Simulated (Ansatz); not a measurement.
# ZnTe: response to strain

Base system: ZnTe in the zinc blende structure (space group F-43m, No. 216; a = 6.1792 Å). Axes: x, y, z lie along the cube axes.

Strains are applied to the cell and any free atomic positions relax; under biaxial strain the out-of-plane vector relaxes too.

Level of theory: PBE (Ansatz, a first-principles code), no spin-orbit coupling, earlier PAW set.

Notes on the quantities. pressure: mean of the normal stresses, compression positive; energy relative to the base: free energy F.

| variant | band gap | pressure | energy relative to the base |
|---|---|---|---|
| base | 1.07 eV | 0.00 GPa | 0 meV/atom |
| biaxial strain +1.09 %, plane normal [001], relaxed out of plane | 0.97 eV | -0.43 GPa | +1.3 meV/atom |
| isotropic strain −1.38 % | 1.27 eV | 1.99 GPa | +7.2 meV/atom |
| isotropic strain +1.34 % | 0.89 eV | -1.57 GPa | +6.1 meV/atom |
| uniaxial strain ε_xx = −1.61 % | 1.11 eV | 0.73 GPa | +1.5 meV/atom |

Spin-orbit coupling, missing from the scalar runs, can matter with Te. No phonon test of stability was made.
